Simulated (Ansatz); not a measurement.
## TiPt3: equation of state with LDA

The system is TiPt3.

```
Pt Ti
1.0
     3.89700    0.00000    0.00000
     0.00000    3.89700    0.00000
     0.00000    0.00000    3.89700
Pt Ti
3 1
Direct
  0.50000 0.50000 0.00000
  0.50000 0.00000 0.50000
  0.00000 0.50000 0.50000
  0.00000 0.00000 0.00000
```

| Property | Result |
| --- | --- |
| Program | Ansatz 0.2.0 |
| Task | equation of state |
| Functional | LDA |
| Potentials or basis | all-electron LAPW, scalar-relativistic |
| Basis error allowed | 0.002 eV/atom |
| k mesh | 7 × 7 × 7 |
| Occupations | fermi-dirac, width 0.05 eV |
| Spin | no spin polarisation |

```
Equilibrium volume                      : 14.52 Å³/atom
Bulk modulus                            : 283 GPa
Pressure derivative of the bulk modulus : 5.0
```

Energy against volume, from the lowest point:
```tsv
volume (Å³/atom)	energy (meV/atom)
13.908	25.14
14.204	6.49
14.500	0.00
14.796	4.30
15.091	18.12
15.387	40.37
15.683	70.08
```

All runs of the series together: 2.8 min on 2 threads of Arm Neoverse V2, on a shared host.

The run has no spin-orbit coupling, so splittings on Pt are missing. LDA usually gives volumes a few per cent too small.
